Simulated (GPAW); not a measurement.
Here is a GPAW 26.7.0 calculation.

run.py

```python
from ase import Atoms
from ase.eos import EquationOfState
from ase.io import Trajectory
from ase.units import GPa
from gpaw import GPAW, PW

atoms = Atoms(['Sb', 'Sb', 'Ni', 'Ni'],
              cell=[[3.928, 0.0, 0.0],
                    [-1.964, 3.4017477861, 0.0],
                    [0.0, 0.0, 5.12]],
              scaled_positions=[[0.6666666667, 0.3333333333, 0.75],
                                [0.3333333333, 0.6666666667, 0.25],
                                [0.0, 0.0, 0.5],
                                [0.0, 0.0, 0.0]],
              pbc=True)
atoms.set_initial_magnetic_moments([0.0, 0.0, 1.0, 1.0])

traj = Trajectory('eos.traj', 'w')
volumes, energies = [], []
for x in [0.94, 0.96, 0.98, 1.0, 1.02, 1.04, 1.06]:
    a = atoms.copy()
    a.set_cell(atoms.cell * x**(1 / 3), scale_atoms=True)
    calc = GPAW(mode=PW(600),
                xc='PBE',
                kpts={'size': (8, 8, 5), 'gamma': True},
                occupations={'name': 'fermi-dirac', 'width': 0.05},
                nbands=50,
                convergence={'density': 1e-05, 'energy': 1e-05},
                maxiter=150,
                txt=f'eos-{x:.2f}.txt')
    a.calc = calc
    energies.append(a.get_potential_energy(force_consistent=True))
    volumes.append(a.get_volume())
    p = -a.get_stress()[:3].mean() / GPa
    calc.write(f'eos-{x:.2f}.gpw')
    traj.write(a)
    print(f'{x:.2f} {volumes[-1]:10.4f} A^3 {energies[-1]:14.6f} eV {p:9.3f} GPa', flush=True)

v0, e0, B = EquationOfState(volumes, energies, eos='birchmurnaghan').fit()
print(f'V0 = {v0:.4f} A^3, E0 = {e0:.6f} eV, B0 = {B / GPa:.2f} GPa')
```

Potentials or basis: GPAW PAW data sets (gpaw-data 1.2.1), pw.

The run is started by

```console
$ OMP_NUM_THREADS=1 python run.py
```

(1) Estimate the pressure derivative of the bulk modulus.

(2) Estimate the bulk modulus at fixed shape and positions.

(3) Predict the equilibrium volume.

Results:

(1) 5.2.

(2) 114 GPa.

(3) 17.61 Å³/atom.

Caveat: the cell was scaled at fixed shape and fractional positions, which overstates the stiffness of a crystal with free parameters, most of all of layers and chains.
